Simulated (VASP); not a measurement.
## Input and output of a VASP PBE single-point calculation on ZrSe2 (strained 1T (CdI2) bulk)

INCAR

```
LASPH = .TRUE.
ISIF = 2
NBANDS = 19
LREAL = .FALSE.
ISMEAR = -1
LWAVE = .FALSE.
NELM = 120
EDIFF = 1E-7
NSW = 0
SIGMA = 0.02
PREC = Accurate
ENCUT = 520
IBRION = -1
GGA = PE
LCHARG = .FALSE.
```

KPOINTS

```
KPOINTS created by Atomic Simulation Environment
0
Gamma
12 12 4
0 0 0
```

KPOINTS_OPT

```
special points
7
Reciprocal
0.0000000000 0.0000000000 0.0000000000 1
0.5000000000 0.0000000000 0.0000000000 1
0.3333333333 0.3333333333 0.0000000000 1
0.0000000000 0.0000000000 0.5000000000 1
0.5000000000 0.0000000000 0.5000000000 1
0.3333333333 0.3333333333 0.5000000000 1
0.0000000000 0.5000000000 0.5000000000 1
```

POSCAR

```
Zr Se
 1.0000000000000000
     3.7881123217109409    0.0000000000288675    0.0000000000000000
    -1.8940561608804705    3.2806015029760913    0.0000000000000000
     0.0000000000000000    0.0000000000000000    6.2727636357999996
 Zr  Se
   1   2
Cartesian
  0.0000000000000000  0.0000000000000000  0.0000000000000000
 -0.0000000000166667  2.1870676686603501  1.5714490229569213
  1.8940561608471365  1.0935338343446088  4.7013146128430776
```

VASP ran with the recommended PBE PAW datasets (24 valence electrons in the cell).

Command

```
mpirun -np 1 vasp_std
```

OSZICAR

```
N       E                     dE             d eps       ncg     rms          rms(c)
DAV:   1     0.166812121015E+03    0.16681E+03   -0.11604E+04  2622   0.115E+03
DAV:   2    -0.112709510864E+02   -0.17808E+03   -0.17363E+03  3397   0.268E+02
DAV:   3    -0.209287672578E+02   -0.96578E+01   -0.96021E+01  4227   0.565E+01
DAV:   4    -0.212007350360E+02   -0.27197E+00   -0.27137E+00  3652   0.781E+00
DAV:   5    -0.212055261191E+02   -0.47911E-02   -0.47901E-02  3637   0.945E-01    0.130E+01
DAV:   6    -0.196399392419E+02    0.15656E+01   -0.51430E+00  2795   0.122E+01    0.518E+00
DAV:   7    -0.195829411821E+02    0.56998E-01   -0.41684E-01  3018   0.351E+00    0.263E+00
DAV:   8    -0.195814234327E+02    0.15177E-02   -0.86904E-02  3213   0.171E+00    0.471E-01
DAV:   9    -0.195823615321E+02   -0.93810E-03   -0.10033E-02  2995   0.666E-01    0.248E-01
DAV:  10    -0.195826665417E+02   -0.30501E-03   -0.90966E-04  3557   0.231E-01    0.964E-02
DAV:  11    -0.195826480581E+02    0.18484E-04   -0.32809E-05  3258   0.381E-02    0.282E-02
DAV:  12    -0.195826610763E+02   -0.13018E-04   -0.30449E-05  2892   0.310E-02    0.100E-02
DAV:  13    -0.195826616550E+02   -0.57874E-06   -0.63986E-07  3721   0.398E-03    0.503E-03
DAV:  14    -0.195826622737E+02   -0.61866E-06   -0.13995E-06  2903   0.652E-03    0.116E-03
DAV:  15    -0.195826622063E+02    0.67354E-07   -0.32958E-08  2254   0.118E-03
   1 F= -.19582662E+02 E0= -.19582662E+02  d E =-.668431E-06
       N       E                     dE             ncg
DAV:   1     0.154588442967E+04   -0.45621E+04      266
DAV:   2     0.337691178929E+03   -0.12082E+04      354
DAV:   3     0.273742491766E+03   -0.63949E+02      390
DAV:   4     0.271544993804E+03   -0.21975E+01      395
DAV:   5     0.271522325152E+03   -0.22669E-01      352
DAV:   6     0.271522098476E+03   -0.22668E-03      352
DAV:   7     0.271522096603E+03   -0.18730E-05      363
DAV:   8     0.271522096583E+03   -0.20404E-07      310
```

From OUTCAR

```
k-points           NKPTS =     69   k-points in BZ     NKDIM =     69   number of bands    NBANDS=     19

   NELECT =      24.0000    total number of electrons

   dimension x,y,z NGX =    28 NGY =   28 NGZ =   48
   dimension x,y,z NGXF=    56 NGYF=   56 NGZF=   96

  energy-cutoff  :      520.00
  volume of cell :       77.95
      direct lattice vectors                 reciprocal lattice vectors
     3.788112322  0.000000000  0.000000000     0.263983725  0.152411074  0.000000000
    -1.894056161  3.280601503  0.000000000    -0.000000000  0.304822149  0.000000000
     0.000000000  0.000000000  6.272763636     0.000000000  0.000000000  0.159419366

 k-points in reciprocal lattice and weights: KPOINTS created by Atomic Simulation Env
   0.00000000  0.00000000  0.00000000       0.002
   0.08333333  0.00000000  0.00000000       0.010
   0.16666667  0.00000000  0.00000000       0.010
   0.25000000  0.00000000  0.00000000       0.010
   0.33333333  0.00000000  0.00000000       0.010
   0.41666667  0.00000000  0.00000000       0.010
   0.50000000  0.00000000  0.00000000       0.005
   0.08333333  0.08333333  0.00000000       0.010
   ...

 E-fermi :   4.3185

 k-point     1 :       0.0000    0.0000    0.0000
  band No.  band energies     occupation
      1     -45.3102      2.00000
      2     -23.3549      2.00000
      3     -23.2458      2.00000
      4     -23.2458      2.00000
      5      -9.0063      2.00000
      6      -7.8078      2.00000
      7      -0.4869      2.00000
      8       1.5323      2.00000
      9       1.5323      2.00000
     10       4.0962      1.99997
     11       4.1418      1.99971
     12       4.1418      1.99971
     13       5.2396      0.00000
     14       5.2396      0.00000
     15       5.6802      0.00000
     16       8.4477      0.00000
     17       8.4477      0.00000
     18       8.8687      0.00000
     19       9.2644      0.00000

 k-point     2 :       0.0833    0.0000    0.0000
  band No.  band energies     occupation
      1     -45.3094      2.00000
      2     -23.3520      2.00000
      3     -23.2584      2.00000
      4     -23.2485      2.00000
      5      -8.9436      2.00000
      6      -7.8124      2.00000
      7      -0.3913      2.00000
      8       1.4216      2.00000
      9       1.5682      2.00000
     10       3.5422      2.00000
     11       3.8742      2.00000
     12       4.1057      1.99995
     13       5.3144      0.00000
     14       5.5171      0.00000
     15       5.8055      0.00000
     16       8.1474      0.00000
     17       8.4235      0.00000
     18       9.2782      0.00000
     19       9.8856      0.00000

 k-point     3 :       0.1667    0.0000    0.0000
  band No.  band energies     occupation
      1     -45.3072      2.00000
      2     -23.3440      2.00000
      3     -23.2926      2.00000
      4     -23.2559      2.00000
      5      -8.7672      2.00000
      6      -7.8247      2.00000
      7      -0.1183      2.00000
      8       1.1927      2.00000
      9       1.6565      2.00000
     10       2.4771      2.00000
     11       3.4397      2.00000
     12       3.9577      2.00000
     13       5.2026      0.00000
     14       5.9599      0.00000
     15       6.0999      0.00000
     16       8.0473      0.00000
     17       8.4333      0.00000
     18      10.1970      0.00000
     19      10.8856      0.00000

 k-point     4 :       0.2500    0.0000    0.0000
  band No.  band energies     occupation
      1     -45.3041      2.00000
      2     -23.3413      2.00000
      3     -23.3307      2.00000
      4     -23.2660      2.00000
      5      -8.5137      2.00000
      6      -7.8391      2.00000
      7       0.2709      2.00000
      8       0.9943      2.00000
      9       1.4664      2.00000
     10       1.7414      2.00000
     11       3.0968      2.00000
     12       3.4990      2.00000
     13       5.0138      0.00000
     14       6.2947      0.00000
     15       6.4392      0.00000
     16       8.3626      0.00000
     17       8.5896      0.00000
     18      10.9215      0.00000
     19      11.5316      0.00000

 k-point     5 :       0.3333    0.0000    0.0000
  band No.  band energies     occupation
      1     -45.3010      2.00000
      2     -23.3853      2.00000
      3     -23.3213      2.00000
      4     -23.2760      2.00000
      5      -8.2499      2.00000
      6      -7.8417      2.00000
      7       0.3049      2.00000
      8       0.8794      2.00000
      9       1.1179      2.00000
     10       1.7622      2.00000
     11       2.8747      2.00000
     12       2.9168      2.00000
     13       4.8469      0.00000
     14       6.5117      0.00000
     15       6.7860      0.00000
     16       8.7609      0.00000
     17       8.8510      0.00000
     18      10.8162      0.00000
     19      11.3279      0.00000

 k-point     6 :       0.4167    0.0000    0.0000
  band No.  band energies     occupation
      1     -45.2988      2.00000
      2     -23.4184      2.00000
      3     -23.3132      2.00000
      4     -23.2833      2.00000
      5      -8.0761      2.00000
      6      -7.8061      2.00000
      7      -0.2012      2.00000
      8       1.0667      2.00000
      9       1.3789      2.00000
     10       1.7282      2.00000
     11       2.3032      2.00000
     12       2.8662      2.00000
     13       4.7369      0.00000
     14       6.6604      0.00000
     15       7.0252      0.00000
     16       8.9154      0.00000
     17       9.0754      0.00000
     18      10.3406      0.00000
     19      11.1469      0.00000

 k-point     7 :       0.5000    0.0000    0.0000
  band No.  band energies     occupation
      1     -45.2980      2.00000
      2     -23.4305      2.00000
      3     -23.3103      2.00000
      4     -23.2860      2.00000
      5      -8.0318      2.00000
      6      -7.7689      2.00000
      7      -0.4031      2.00000
      8       1.2121      2.00000
      9       1.4936      2.00000
     10       1.7064      2.00000
     11       2.0485      2.00000
     12       2.8613      2.00000
     13       4.6981      0.00000
     14       6.7205      0.00000
     15       7.0832      0.00000
     16       8.9790      0.00000
     17       9.1609      0.00000
     18      10.0172      0.00000
     19      11.2624      0.00000

 k-point     8 :       0.0833    0.0833    0.0000
  band No.  band energies     occupation
      1     -45.3079      2.00000
      2     -23.3465      2.00000
      3     -23.2812      2.00000
      4     -23.2542      2.00000
      5      -8.8239      2.00000
      6      -7.8209      2.00000
      7      -0.2061      2.00000
      8       1.2602      2.00000
      9       1.6180      2.00000
     10       2.8448      2.00000
     11       3.4279      2.00000
     12       4.0394      2.00000
     13       5.4309      0.00000
     14       5.6627      0.00000
     15       6.0717      0.00000
     16       8.1235      0.00000
     17       8.2527      0.00000
     18      10.0177      0.00000
     19      10.6339      0.00000

 k-point     9 :       0.1667    0.0833    0.0000
  band No.  band energies     occupation
      1     -45.3052      2.00000
      2     -23.3373      2.00000
      3     -23.3196      2.00000
      4     -23.2645      2.00000
      5      -8.6078      2.00000
      6      -7.8347      2.00000
      7       0.1366      2.00000
      8       1.0665      2.00000
      9       1.5999      2.00000
     10       1.9892      2.00000
     11       2.9568      2.00000
     12       3.7481      2.00000
     13       5.3087      0.00000
     14       6.0006      0.00000
     15       6.4221      0.00000
     16       8.0845      0.00000
     17       8.4803      0.00000
     18      10.9718      0.00000
     19      11.5160      0.00000

 k-point    10 :       0.2500    0.0833    0.0000
  band No.  band energies     occupation
      1     -45.3022      2.00000
      2     -23.3642      2.00000
      3     -23.3256      2.00000
      4     -23.2765      2.00000
      5      -8.3445      2.00000
      6      -7.8459      2.00000
      7       0.4956      2.00000
      8       0.8844      2.00000
      9       1.0925      2.00000
     10       1.7690      2.00000
     11       2.6669      2.00000
     12       3.2316      2.00000
     13       5.1626      0.00000
     14       6.2894      0.00000
     15       6.7504      0.00000
     16       8.1672      0.00000
     17       8.9687      0.00000
     18      11.3103      0.00000
     19      11.7414      0.00000

 ...

  Total        0.4919494      0.4919494      0.9101052      0.0000000      0.0000000      0.0000000
  in kB       10.1110391     10.1110391     18.7053968      0.0000000      0.0000000      0.0000000
  external PRESSURE =      12.9758250 kB  Pullay stress =       0.0000000 kB

 POSITION                                       TOTAL-FORCE (eV/Angst)
 -----------------------------------------------------------------------------------
      0.00000      0.00000      0.00000        -0.000000     -0.000000      0.000000
     -0.00000      2.18707      1.57145         0.000000     -0.000000      0.127762
      1.89406      1.09353      4.70131        -0.000000      0.000000     -0.127762
 -----------------------------------------------------------------------------------
    total drift:                               -0.000000      0.000000     -0.000000

  FREE ENERGIE OF THE ION-ELECTRON SYSTEM (eV)
  ---------------------------------------------------
  free  energy   TOTEN  =       -19.5826622063 eV

  energy  without entropy=      -19.5826615379  energy(sigma->0) =      -19.58266187
```

The gap between bands v and c is 0.35 eV, the least direct gap is 1.10 eV and the pressure is 1.3 GPa. The largest force is 0.13 eV/Å.

Band v is the last that the valence electrons fill when counted band by band, and c is the next.

The run took about 80 s on one core of a shared host (Intel Xeon Platinum 8488C) and held 0.29 GiB at most.
